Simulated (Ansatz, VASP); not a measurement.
**Ru in VASP and in Ansatz**

Contents of POSCAR:

```
Ru
1.0
    2.7078263433      0.0000000000      0.0000000000
   -1.3539131716      2.3450464023      0.0000000000
    0.0000000000      0.0000000000      4.2681017800
Ru
2
Direct
    0.3333333300      0.6666666700      0.2500000000
    0.6666666700      0.3333333300      0.7500000000
```

Contents of INCAR.step1:

```
ALGO = Normal
EDIFF = 1E-4
ENCUT = 520
GGA = PE
ISMEAR = 0
LASPH = True
LCHARG = False
LREAL = False
LWAVE = True
NBANDS = 21
NELM = 60
PREC = Accurate
SIGMA = 0.1
```

INCAR.step2

```
ALGO = Normal
EDIFF = 1E-6
ENCUT = 520
ISIF = 2
ISMEAR = 0
ISTART = 1
LASPH = True
LCHARG = False
LMIXTAU = True
LREAL = False
LWAVE = False
METAGGA = R2SCAN
NBANDS = 21
NELM = 60
PREC = Accurate
SIGMA = 0.1
```

Contents of KPOINTS:

```
k-points
0
Gamma
  9 9 4
```

Input for Ansatz:

```yaml
crystal:
  lattice:
    - [2.7078263433, 0.0, 0.0]
    - [-1.3539131716, 2.3450464023, 0.0]
    - [0.0, 0.0, 4.26810178]
  atoms:
    - { symbol: Ru, position: [0.33333333, 0.66666667, 0.25] }
    - { symbol: Ru, position: [0.66666667, 0.33333333, 0.75] }
basis:
  ecutwfc: 500
kpoints:
  mp_grid: { grid: [9, 9, 4] }
hamiltonian:
  xc: r2scan
scf:
  occupations: { method: gaussian, width: 0.1 }
  lower_state_search: "off"
output:
  forces: true
  stress: true
  eigenvalues: true
```

Alike in both runs: task single point; functional r2SCAN; k mesh 9 × 9 × 4; occupations gaussian, width 0.1 eV; no spin polarisation.

```csv
,VASP,Ansatz
version,VASP 6.6.1,Ansatz 0.2.0
potentials or method,"VASP PAW PBE potentials, release 64 (Ru_pv)","scalar-relativistic, plane waves, PAW"
plane-wave cutoff (eV),520,500
valence electrons in the cell,28,32
```

```csv
,VASP,Ansatz,Ansatz less VASP
gap on the k mesh at the Fermi level (eV),none,none,-
pressure (GPa),0.2,-1.3,-1.50
largest component of the traceless stress (GPa),0.81,0.91,+0.102
```

A gap of «none» marks a metal or a gap that the smearing closes. The two sets of potentials don't hold the same shells in valence.

Caveats: the k mesh is coarse (spacing up to 0.37 Å⁻¹), so the values aren't converged; the PAW data sets were made with another functional, which shifts forces and pressure a little (VASP).
